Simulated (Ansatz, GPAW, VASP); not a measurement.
SnO: programs and potentials compared

```
Sn O
1.0
     3.81370    0.00000    0.00000
     0.00000    3.81370    0.00000
     0.00000    0.00000    4.88691
Sn O
2 2
Direct
  0.50000 0.00000 0.76463
  0.00000 0.50000 0.23537
  0.00000 0.00000 0.00000
  0.50000 0.50000 0.00000
```

The cell is a database's computed one, not the measured one.

Alike in all runs: task single point; functional PBE; k mesh 7 × 7 × 6; occupations gaussian, width 0.03 eV; no spin polarisation; no spin-orbit coupling. Pressure is positive in compression and, in plane waves, holds the error of the finite cutoff, which Ansatz's Pulay term estimates and takes out.

```
                    program and potentials  plane-wave cutoff (eV)                             notes  pressure (GPa)  largest force (eV/Å)
                        Ansatz, Ansatz PAW                     420  Pulay term of +0.46 GPa included            3.60                 0.370
GPAW, GPAW PAW data sets (gpaw-data 1.2.1)                     800                                 -            2.85                 0.313
       VASP, PBE PAW files O, Sn_d, 520 eV                     520                                 -            3.83                 0.455
```

Force on atom 2 (Sn), eV/Å:

| program and potentials | x | y | z |
| --- | --- | --- | --- |
| Ansatz, Ansatz PAW | 0.000 | 0.000 | 0.370 |
| GPAW, GPAW PAW data sets (gpaw-data 1.2.1) | 0.000 | 0.000 | 0.313 |
| VASP, PBE PAW files O, Sn_d, 520 eV | 0.000 | 0.000 | 0.455 |

The pressure spans 2.85 (GPAW, GPAW PAW data sets (gpaw-data 1.2.1)) to 3.83 GPa (VASP, PBE PAW files O, Sn_d, 520 eV).

The functional is the same throughout but for its coding, so the spread measures potentials, basis and numerics; runs on potential files found faulty are left out.
